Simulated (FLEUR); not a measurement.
# CdTe: equation of state with LDA (von Barth-Hedin)

**Experimental background.**

From “Multiscale insight into the Cd1-xZnxTe vibrational-mechanical properties -- High-pressure experiments and ab initio calculations”, 2023, arxiv:2306.14539, for a powder of CdTe: bulk modulus 42 ± 2 GPa.

CdTe:

```
Te Cd
1.0
     0.00000    3.20500    3.20500
     3.20500    0.00000    3.20500
     3.20500    3.20500    0.00000
Te Cd
1 1
Direct
  0.75000 0.75000 0.75000
  0.00000 0.00000 0.00000
```

```json
{
  "Program": "FLEUR MaX-R8.1 (later development tree)",
  "Task": "equation of state",
  "Functional": "LDA (von Barth-Hedin)",
  "Potentials or basis": "all-electron",
  "Basis": "FLAPW",
  "Kmax": "4.39 1/bohr",
  "k mesh": "7 × 7 × 7",
  "Occupations": "fermi-dirac, width 0.05 eV",
  "Spin": "no spin polarisation"
}
```

```
Equilibrium volume                      : 32.64 Å³/atom
Bulk modulus                            : 48 GPa
Pressure derivative of the bulk modulus : 5.0 (rough: it moves with the points fitted)
```

Energy against volume, from the lowest point:
```
volume (Å³/atom)  energy (meV/atom)
          30.947              14.33
          31.605               4.94
          32.922               0.00
          34.239              10.27
          34.897              19.99
```

Against the measured bulk modulus of CdTe, 42 GPa (powder; quoted in “Multiscale insight into the Cd1-xZnxTe vibrational-mechanical properties -- High-pressure experiments and ab initio calculations”, 2023, arxiv:2306.14539), the calculated 48 GPa is off by +14.0 %. The fit is for a static lattice scaled at fixed shape and fixed fractional positions.

The run has no spin-orbit coupling, so splittings on Te are missing.
